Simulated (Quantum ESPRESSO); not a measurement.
## TaN: single point with PBEsol

The system is TaN.

```
Ta N
1.0
     2.93800    0.00000    0.00000
    -1.46900    2.54438    0.00000
     0.00000    0.00000    2.88300
Ta N
1 1
Direct
  0.00000 0.00000 0.50000
  0.66667 0.33333 0.00000
```

```json
{
  "Program": "Quantum ESPRESSO 7.5",
  "Task": "single point",
  "Functional": "PBEsol",
  "Potentials or basis": "GBRV 1.5 PBEsol",
  "Cutoff": "762 eV",
  "Density cutoff": "6095 eV",
  "k mesh": "10 × 10 × 9",
  "Occupations": "fermi-dirac, width 0.05 eV",
  "Spin": "no spin polarisation"
}
```

```
Pressure               : -4.7 GPa
Band gap on the k mesh : none (metal or under the smearing width)
```

Stress tensor (GPa, compression positive):
```
-4.67  0.00  0.00
 0.00 -4.67  0.00
 0.00  0.00 -4.91
```

Levels at points of the mesh, in eV from the Fermi level:
| k point | band 5 | band 6 | band 7 | band 8 | band 9 | band 10 | band 11 | band 12 | band 13 | band 14 |
| --- | --- | --- | --- | --- | --- | --- | --- | --- | --- | --- |
| (0.00, 0.00, 0.00) | -17.76 | -4.62 | -4.62 | -4.27 | -2.97 | 2.16 | 3.54 | 3.54 | 3.94 | 3.94 |
| (0.00, -0.50, 0.00) | -15.45 | -8.37 | -5.25 | -3.54 | -3.23 | 2.94 | 4.00 | 5.14 | 5.26 | 7.32 |

Wall time 7.5 s on 2 MPI ranks on AMD EPYC 9R45 96-Core Processor (Zen 5), on a shared host, peak memory 0.28 GiB a rank.

The run has no spin-orbit coupling, so splittings on Ta are missing.
